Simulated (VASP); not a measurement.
VASP 6.6.1 run: RbBr

INCAR

```
LASPH = .TRUE.
SIGMA = 0.1
LCHARG = .FALSE.
NELM = 120
ISMEAR = -1
ISIF = 2
PREC = Accurate
EDIFF = 1E-7
IBRION = -1
LREAL = .FALSE.
GGA = PE
NSW = 0
NBANDS = 24
ENCUT = 520
LWAVE = .FALSE.
```

KPOINTS

```
KPOINTS created by Atomic Simulation Environment
0
Monkhorst-Pack
6 6 4
0 0 0
```

POSCAR

```
Rb Br
 1.0000000000000000
     5.8901392059322220    0.0000000000000000    0.0000000000000000
    -2.9450696029661110    5.1010101841640054    0.0000000000000000
     0.0000000000000000    0.0000000000000000    6.8703328346430190
 Rb  Br
   2   2
Cartesian
  0.0000000000000001  3.4006734561093364 -0.4293958021651889
  2.9450696029661105  1.7003367280546682  3.0057706151563202
  0.0000000000000001  3.4006734561093364  3.0057706151563202
  2.9450696029661105  1.7003367280546682  6.4409370324778292
```

The recommended PBE PAW datasets give the neutral cell 32 valence electrons.

Command

```
mpirun -np 1 vasp_std
```

Task: How does this run end, and what does it give?

Result: It converged. Results: gap between bands v and c on the k mesh 4.33 eV; least direct gap on the k mesh 4.33 eV; pressure 0.3 GPa. Band v is the last that the valence electrons fill when counted band by band, and c is the next.

OSZICAR

```
N       E                     dE             d eps       ncg     rms          rms(c)
DAV:   1     0.222350268582E+03    0.22235E+03   -0.12594E+04  1152   0.108E+03
DAV:   2     0.106834343467E+02   -0.21167E+03   -0.20158E+03  1560   0.216E+02
DAV:   3    -0.122267479971E+02   -0.22910E+02   -0.22829E+02  1912   0.719E+01
DAV:   4    -0.127078973030E+02   -0.48115E+00   -0.48060E+00  1584   0.116E+01
DAV:   5    -0.127282620510E+02   -0.20365E-01   -0.20364E-01  1760   0.164E+00    0.398E+00
DAV:   6    -0.121074350623E+02    0.62083E+00   -0.89287E-01  1368   0.320E+00    0.272E+00
DAV:   7    -0.120179637075E+02    0.89471E-01   -0.47498E-01  1432   0.237E+00    0.134E+00
DAV:   8    -0.120506596151E+02   -0.32696E-01   -0.54772E-02  1480   0.962E-01    0.202E-01
DAV:   9    -0.120588464998E+02   -0.81869E-02   -0.15859E-02  1392   0.441E-01    0.151E-01
DAV:  10    -0.120612818861E+02   -0.24354E-02   -0.23427E-03  1168   0.252E-01    0.304E-02
DAV:  11    -0.120615235576E+02   -0.24167E-03   -0.35936E-04  1448   0.842E-02    0.200E-02
DAV:  12    -0.120615901629E+02   -0.66605E-04   -0.88047E-05  1224   0.567E-02    0.764E-03
DAV:  13    -0.120615911412E+02   -0.97831E-06   -0.24811E-06  1880   0.765E-03    0.550E-03
DAV:  14    -0.120615917485E+02   -0.60728E-06   -0.46754E-06  1344   0.105E-02    0.830E-04
DAV:  15    -0.120615918455E+02   -0.97033E-07   -0.21666E-07  1320   0.229E-03
   1 F= -.12061592E+02 E0= -.12061592E+02  d E =-.691318E-09
```

Standard output (part)

```
POSCAR found type information on POSCAR RbBr
 POSCAR found :  2 types and       4 ions
 LDA part: xc-table for (Slater+PW92), standard interpolation
 POSCAR, INCAR and KPOINTS ok, starting setup
 WAVECAR not read
 entering main loop
```

The shifted mesh misses Γ, so a band edge there is missed.

For comparison, a separate PBE run of the intended cell, on usual settings and not on those above, gives a gap of 4.06 eV on its mesh and a pressure of 0.3 GPa.
